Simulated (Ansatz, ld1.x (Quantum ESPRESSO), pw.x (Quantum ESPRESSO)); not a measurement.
# Equation-of-state test of one TM potential (Mn (Z = 25))

ld1.x (Quantum ESPRESSO) 7.5 input, shortened:

```
&input
   title='Mn', zed=25., rel=1, dft='PBE', iswitch=3,
   config='[Ar] 3d5 4s2 4p0'
 /
 &inputp
   pseudotype=2, tm=.true., lloc=-1, rcloc=2.55,
   nlcc=.true., new_core_ps=.true., rcore=1.25
 /
3
4S  1  0   2.00   0.00  1.95  1.95  0.0
4P  2  1   0.00   0.00  3.10  3.10  0.0
3D  3  2   5.00   0.00  1.80  1.80  0.0
 &test
   configts(1)='3d5 4s2 4p0'
 /
```

Atomic tests: cutoffs needed: 80 Ry and 120 Ry (the cutoffs (Ry, on a coarse ladder) from which the occupation-weighted sum of valence levels, in a spherical-Bessel basis at the reference potential, stays within 10 and 1 mRy of its value at 400 Ry); ghost test: no extra level below or beside the all-electron valence levels (s, p, d, f tested) (spherical-Bessel basis up to 400 Ry, 20 bohr box); configuration tests: 1 of 7 tests not solved or not reliable.

Crystal test: bcc Mn in pw.x 7.5, no spin, 16³ k-points, Fermi–Dirac smearing 0.01 Ry, cutoffs 145/580 Ry. The reference is all-electron LAPW (Ansatz 0.2.0) with the same functional, mesh and smearing; V0 and B0 come from Birch–Murnaghan fits to the pressures at five volumes. Errors are pseudo minus all-electron; Δ is the rms difference of the E(V) curves that follow from these fits, minima aligned, over ±6 % about the mean V0. Mesh and smearing are coarse, so the numbers serve the comparison and aren't converged zero-temperature values; the lattice is a test structure that the element need not adopt. Spin polarisation and strong correlation are left out, which matters for this element.

All-electron: a0 = 2.787 Å (V0 = 10.82 Å³/atom), B0 = 273.1 GPa.

Problem. How far does the potential miss the all-electron equation of state?

Solution. mean pressure error (GPa): +7.49; a0 (Å): 2.811; a0 error (%): +0.87; B0 error (%): -1.6; Δ (meV/atom): 16.9. The largest radius (3.10 bohr) exceeds half the bond length (2.28 bohr), so the spheres overlap, which is one possible source of error among others. This is a poor potential for the solid. Atomic configuration tests: 1 of 7 tests not solved or not reliable.

```tsv
V (Å³/atom)	P all-electron (GPa)	P pseudo (GPa)
10.270	16.05	25.03
10.540	7.62	15.78
10.810	0.27	7.68
11.080	-6.15	0.60
11.351	-11.73	-5.60
```

Problem. At the middle volume, how do free energy and pressure move when the wave cutoff is lowered (ecutrho kept at four times it)?

Solution.

| cutoff (Ry) | shift of F (meV/atom) | shift of P (GPa) |
| --- | --- | --- |
| 65 | +755.5 | -80.22 |
| 87 | +17.7 | -1.03 |
| 116 | +10.0 | -0.03 |

The run at the middle volume (145 k-points, 6 iterations) took about 33 s on one core of a shared host (Neoverse-V1, 32 threads, 247 GiB, load 18).
